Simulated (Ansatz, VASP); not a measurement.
Given: the input of a run of Ansatz 0.2.0 on Au.

Contents of input.yaml:

```yaml
crystal:
  lattice:
    - [0.0, 2.035, 2.035]
    - [2.035, 0.0, 2.035]
    - [2.035, 2.035, 0.0]
  atoms:
    - { symbol: Au, position: [0.0, 0.0, 0.0] }
kpoints:
  mp_grid: { grid: [11, 11, 11] }
scf:
  occupations: { method: fermi_dirac, width: 0.05 }
hamiltonian:
  xc: rpbe
  pseudopotentials: { kind: all_electron, lapw: { basis_error: 0.001 } }
output:
  forces: true
  stress: true
relax:
  f_tol: 0.005
  max_steps: 60
  cell: {}
```

Potentials or basis: all-electron LAPW, scalar-relativistic.

Command:

```console
$ ansatz run input.yaml --threads 1 --pin off --max-ram 3072MiB --backend cpu --events-out ev --progress --plain --runs-dir out
```

Translate it to VASP 6.6.1. Potentials there: VASP PAW PBE potentials, release 64 (Au).

As run (the cutoff follows the program's own potentials):

File INCAR:

```
PREC = Accurate
ENCUT = 600
EDIFF = 1E-7
ISMEAR = -1
SIGMA = 0.05
LREAL = F
LASPH = T
NELM = 60
ALGO = Normal
ISIF = 3
LWAVE = F
LCHARG = F
GGA = RP
IBRION = 2
NSW = 80
EDIFFG = -0.005
```

File KPOINTS:

```
Automatic mesh
0
Gamma
  11 11 11
```

POSCAR

```
Au
1.0
    0.0000000000      2.0350000000      2.0350000000
    2.0350000000      0.0000000000      2.0350000000
    2.0350000000      2.0350000000      0.0000000000
Au
1
Direct
    0.0000000000      0.0000000000      0.0000000000
```

Potentials or basis: VASP PAW PBE potentials, release 64 (Au).

Command:

```bash
$ cat potpaw_PBE.64/Au/POTCAR > POTCAR
$ mpirun -np 1 vasp_std > vasp.out
```

Both were run:

|  | VASP | Ansatz | Ansatz less VASP |
| --- | --- | --- | --- |
| relaxed volume (Å³/atom) | 18.47 | 18.48 | +0.016 |
| relaxed cell length with the largest relative difference (Å) | 2.967 | 2.968 | +0.0009 |
| energy change over the relaxation (meV/atom) | -66 | -68 | -1.8 |

Ansatz ran all-electron here, so the differences hold the error of VASP's frozen core and of both bases.

Caveats: the PAW data sets were made with another functional, which shifts forces and pressure a little (VASP). RPBE and its kin give volumes clearly too large for solids. The runs have no spin-orbit coupling, so splittings on Au are missing.
